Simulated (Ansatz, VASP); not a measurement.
# One calculation of SiC, two programs

```
Si C
1.0
     3.09201    0.00000    0.00000
     0.00000    5.07382    0.00000
     0.00000    0.00000   17.57035
Si C
4 4
Direct
  0.00000 0.99544 0.39840
  0.50000 0.49544 0.44920
  0.50000 0.99367 0.55564
  0.00000 0.46505 0.58675
  0.00000 0.61956 0.39840
  0.50000 0.11956 0.44920
  0.50000 0.62504 0.55605
  0.00000 0.12382 0.59582
```

Alike in both runs: functional PBE; k mesh 9 × 5 × 1; occupations gaussian, width 0.05 eV; no spin polarisation.

Ansatz relaxed the structure, and its values are those at the end. VASP's run is a single point on that final structure, the one shown.

|  | VASP | Ansatz |
| --- | --- | --- |
| version | VASP 6.6.1 | Ansatz 0.2.0 |
| potentials or method | VASP PAW PBE potentials, release 64 (Si, C) | scalar-relativistic, plane waves, PAW |
| plane-wave cutoff (eV) | 520 | 420 |
| valence electrons in the cell | 32 | 32 |

|  | VASP | Ansatz | Ansatz less VASP |
| --- | --- | --- | --- |
| gap on the k mesh at the Fermi level (eV) | 0.56 | 0.57 | +0.009 |
| least direct gap on the mesh (eV) | 0.79 | 0.80 | +0.010 |
| rms of the force components (eV/Å) | 0.955 | 0.958 | +0.0031 |

The functional is the same, so the differences come from potentials, cutoffs and numerics.
